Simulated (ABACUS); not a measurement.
**NiO in ABACUS: the effect of exact exchange share**

NiO:

```
CELL_PARAMETERS angstrom
0.00000 2.08590 2.08590
2.08590 0.00000 2.08590
2.08590 2.08590 0.00000
ATOMIC_POSITIONS crystal
Ni 0.00000 0.00000 0.00000
O 0.50000 0.50000 0.50000
```

Alike in all runs:

```yaml
Program: ABACUS 3.10.1
Task: single point
Potentials_or_basis: SG15 ONCV 1.2 PBE
Cutoff: 1361 eV
Density_cutoff: 5442 eV
Basis: DZP LCAO (the cutoffs set its grid)
k_mesh: 5 × 5 × 5
Occupations: fermi-dirac, width 0.05 eV
Spin: collinear spin, ferromagnetic start
Starting_moments: "[1.0, 0.0] μB"
```

| exact exchange share | functional | gap on the mesh (eV) |
| --- | --- | --- |
| 0.1 | HSE-type (share 0.1, screening 0.11/bohr) | 0.49 |
| 0.25 | HSE-type (share 0.25, screening 0.11/bohr) | 2.26 |
| 0.4 | HSE-type (share 0.4, screening 0.11/bohr) | ? |

What does the run with exact exchange share 0.4 give?

gap on the mesh 4.12 eV.

Caveats: all runs use coarse meshes; the atomic orbitals were generated for these runs and aren't a published set; gaps of hybrids in this basis differ from plane-wave ones by up to 0.1 eV; an odd mesh through Γ misses points on the zone boundary, where band edges often lie; the basis of atomic orbitals isn't converged, which shifts pressures, moduli and gaps; a cell with one magnetic atom can't hold antiferromagnetic order, which such compounds often take.

Runs at the PBE level aren't shown here.
